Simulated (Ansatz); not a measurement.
The system is AlNi3.

```
CELL_PARAMETERS angstrom
3.52305 0.00000 0.00000
0.00000 3.52305 0.00000
0.00000 0.00000 3.52305
ATOMIC_POSITIONS crystal
Ni 0.50000 0.50000 0.00000
Ni 0.50000 0.00000 0.50000
Ni 0.00000 0.50000 0.50000
Al 0.00000 0.00000 0.00000
```

The cell is a database's computed one.

A run of Ansatz 0.2.0 on this cell left the log below. Logs are shortened: lines on timing, memory, paths and dates and some standing lists are left out, and cuts for length are marked.

```text
Warning: RAYON_NUM_THREADS=2 ignored (pool sized by the plan → 2); use --threads N
Engine: ansatz 0.2.0, aarch64-unknown-linux-gnu
Pseudopotentials: kind: paw
Pseudopotential: Ni, paw, valence charge 18, recommended cutoff 420 eV (normal), Ni.paw.azcp
Pseudopotential: Al, paw, valence charge 3, recommended cutoff 420 eV (normal), Al.paw.azcp
Functional definition: PBE
  parameter kappa = 0.804
  parameter beta = 0.06672455060314922
  exchange = pbe_x(kappa = kappa, mu = beta*pi^2/3)
  correlation = pbe_c(beta = beta)
Crystal: 4 atoms, lattice volume = 43.728 Å³
Basis set: ecut = 420 eV, 847 PW (Γ), exchange–correlation on 48×48×48 points (8 copies of the dense FFT grid, shifted against one another)
Bands: 36, of which v1, the nominal top of the filled ones, is band 29 counted from 1 (28 counted from 0)
Symmetry: 16 space group operations
Space group: P4/mmm (ITA 123), of the structure as read, at distance tolerance 3.5e-5 Å
Magnetic group: BNS 123.339 (UNI 999), of the structure as read, at distance tolerance 3.5e-5 Å
k-points: 75 of 512
Non-local potential: Ni, projectors of the file, l = 0: 3, l = 1: 2, l = 2: 3, l = 3: 1
Non-local potential: Al, projectors of the file, l = 0: 2, l = 1: 2, l = 2: 1
PAW form: soft (Blöchl's): semilocal exchange-correlation on the pseudo side does not see the compensation charge
PAW one-centre angular grid: Ni, 590 points (default); XC on 64 Gauss nodes
PAW one-centre angular grid: Al, 110 points (default); XC on 64 Gauss nodes
Initial density: superposition of atomic densities (chi_scale 0.1, normalization cell)
Starting moments: Σ|m| = 3 μB on 3 of 4 sites
Initial wavefunctions: pseudopotential atomic-orbital guess
Functional: x = pbe(κ = 0.804, μ = 0.2195149727645171), c = pbe(β = 0.06672455060314922)
SCF iter   1: F=—  HF=-18055.845440 eV  |F-HF|=—  |Δ(HF+E_count)|=         —  Δρ=1.10e-1 (↑1.10e-1 ↓1.06e-1)  dr2=2.24e0  dr2_m=3.73e0  M=0.612 μB ∫|m|=0.756 μB  β_m=0.30  ethr=3.10e-3  ⟨swp⟩=5.6  Hψ=19096  notcnv=0  defer=34
Mixer restart at iter 1: flushing history
[... 22 lines left out ...]
Free energy (F): -18058.365766 eV
Harris-Foulkes:  -18058.365766 eV  (|F-HF|=3.54e-9)
Internal energy: -18058.336942 eV  (E = F + TS)
E sigma→0 (E₀):  -18058.351354 eV
Entropy (-TS):   -0.028824 eV (-7.206 meV/atom)
Fermi energy:    16.472210 eV
--- Per-component energies (eV) ---
  E_band       = -901.120841
  E_kinetic    = 879.198953
  E_local      = -11867.715498  (includes V_loc(G=0)·N_el)
  E_nonlocal   = 1916.859313
  E_hartree    = 5057.584323
  E_xc         = -297.753035
  E_vxc        = -361.819339  (∫ρ·V_xc dr)
  E_paw        = -5358.333165  (= ΣΔE_a)
  E_vpaw       = -1582.807102  (= ΣTr[D̂ρ^β])
  E_aug_tail   = 0.001709  (compensation charges beyond the density's cutoff)
  E_ewald      = -8388.179542
  E_smearing   = -0.028824  (= −TS)
  E_closure    = 0.000000  (closes the sum)
  Σ components = -18058.365766   (vs F -18058.365766, Δ=0.00e0)
--- Forces (eV/Å), atoms counted from 1 ---
  atom   1  Ni     0.00000000     0.00000000     0.00000000
  atom   2  Ni     0.00000000     0.00000000    -0.00000000
  atom   3  Ni     0.00000000     0.00000000    -0.00000000
  atom   4  Al     0.00000000     0.00000000    -0.00000000
  max |Σ_I F_I| component: 1.90e-28 eV/Å
--- Stress (GPa, compression-positive) ---
        7.348349       0.000000       0.000000
        0.000000       7.348304       0.000000
        0.000000       0.000000       7.348349
  P = ⅓ Tr σ = 7.3483 GPa (73.483 kbar)
--- Band table (eV; the first three rows and the last of 150) ---
  k-point 0 ↑: bands = ["-86.7106", "-86.6773", "-86.6773", "-47.1630", "-47.1630", "-47.1630", "-47.0812", "-47.0812", "-47.0812", "-47.0131", "-47.0131", "-47.0130", "6.2461", "11.9483", "12.6479", "12.6479", "13.0182", "13.0182", "13.0182", "15.0408", "15.0408", "15.0408", "15.8993", "15.8993", "16.2176", "16.4101", "16.4101", "16.4101", "17.2990", "17.2990", "17.2990", "23.1581", "23.1581", "24.0276", "28.9124", "28.9124"]
  k-point 1 ↑: bands = ["-86.7095", "-86.6784", "-86.6773", "-47.1599", "-47.1599", "-47.1579", "-47.0821", "-47.0821", "-47.0815", "-47.0188", "-47.0154", "-47.0154", "6.4413", "12.0017", "12.5332", "12.7720", "13.0515", "13.0515", "13.0642", "14.9309", "14.9309", "14.9901", "15.7772", "15.9012", "16.0165", "16.0165", "16.1451", "16.4103", "16.6017", "17.9438", "17.9439", "23.1388", "23.5982", "24.7823", "27.9372", "27.9372"]
  k-point 2 ↑: bands = ["-86.7064", "-86.6815", "-86.6773", "-47.1513", "-47.1513", "-47.1431", "-47.0849", "-47.0849", "-47.0820", "-47.0349", "-47.0212", "-47.0212", "7.0163", "11.7234", "12.4461", "13.1111", "13.1423", "13.1423", "13.1870", "14.6664", "14.6664", "14.8561", "15.2650", "15.5820", "15.5820", "15.7858", "15.8570", "15.9805", "16.4107", "19.1006", "19.1006", "23.0844", "23.8701", "25.8944", "25.8944", "26.5691"]
  k-point 74 ↓: bands = ["-86.3597", "-86.3597", "-86.3597", "-46.8629", "-46.8629", "-46.8629", "-46.8302", "-46.7350", "-46.7350", "-46.7350", "-46.6407", "-46.6407", "10.6984", "12.5405", "12.5405", "12.5405", "14.2933", "14.2933", "14.2933", "14.6004", "14.6004", "14.6004", "15.2716", "15.2716", "15.2716", "15.5549", "15.5549", "16.1541", "16.5998", "16.5998", "16.5998", "20.1550", "20.8091", "20.8091", "20.8091", "34.7359"]
```

Task: What input gives this log?

Result: Single point with PBE, collinear spin, antiferromagnetic start. The files as run (others can give the same):

input.yaml
```yaml
crystal:
  lattice:
    - [3.5230547267, 0.0, 0.0]
    - [0.0, 3.5230547267, 0.0]
    - [0.0, 0.0, 3.5230547267]
  atoms:
    - { symbol: Ni, position: [0.5, 0.5, 0.0], spin: 1.0 }
    - { symbol: Ni, position: [0.5, 0.0, 0.5], spin: -1.0 }
    - { symbol: Ni, position: [0.0, 0.5, 0.5], spin: 1.0 }
    - { symbol: Al, position: [0.0, 0.0, 0.0] }
hamiltonian:
  xc: pbe
  pseudopotentials: { kind: paw }
magnetization:
  spin_polarized: true
kpoints:
  mp_grid: { grid: [8, 8, 8] }
scf:
  occupations: { method: fermi_dirac, width: 0.05 }
output:
  forces: true
  stress: true
  eigenvalues: true
```

Potentials or basis: Ansatz PAW.
Launch:
```console
$ ansatz run input.yaml --threads 2 --pin off --max-ram 5632MiB --backend cpu --events-out ev --progress --plain --runs-dir out
```

Caveat: the starting moments weren't kept.
